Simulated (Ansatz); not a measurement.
The elements of this relaxed trial crystal are hidden behind letters.

```
lattice vectors (Å)
   7.6111    0.0000    0.0000
  -3.8056    6.5914    0.0000
   0.0000    0.0000    2.8456
fractional positions
X 0.8585 0.5544 0.7500
X 0.3041 0.8585 0.2500
X 0.6959 0.1415 0.7500
X 0.5544 0.6959 0.2500
X 0.1415 0.4456 0.2500
X 0.4456 0.3041 0.7500
Z 0.6961 0.5581 0.2500
Z 0.1381 0.6961 0.7500
Z 0.4419 0.1381 0.2500
Z 0.3039 0.4419 0.7500
Z 0.5581 0.8619 0.7500
Z 0.8619 0.3039 0.2500
```

Theory: DFT PBE, scalar-relativistic, plane waves, PAW (Ansatz 0.2.0). Settings of the last relaxation (12-atom cell): 420 eV, 6×6×10 k points, Gaussian smearing of 0.02 eV, no spin polarisation.

* Space group: P6_3/m (No. 176)
* Conventional cell: a = 7.611 Å, c = 2.846 Å
* Volume per atom: 11.90 Å³
* Density: 2.86 g/cm³
* Formation energy: −0.822 eV/atom
* Gap on the 6×6×10 mesh of the 12-atom cell: 2.40 eV

Energies are uncorrected and count from the elements' standard states at the same level.

Question: X is a p-block element of period 3 and Z is a p-block element of period 2. Which elements are they?

Answer: X = Al, Z = N, so the formula is AlN. Density times volume gives a mean mass of 2.86 × 11.90/1.6605 = 20.5 u per atom, and this set has 20.5 u. Among the elements that the hints allow, noble gases aside, only these give it. Al has 3 N at 1.84–1.89 Å; N has 3 Al at 1.84–1.89 Å.

Kohn–Sham gaps at this level usually fall short of measured ones. A structure relaxed within its symmetry needn't be a true minimum. Another cell of AlN relaxed alike, in Fm-3m, lies 0.38 eV/atom lower, so this cell isn't the stable form at this level.
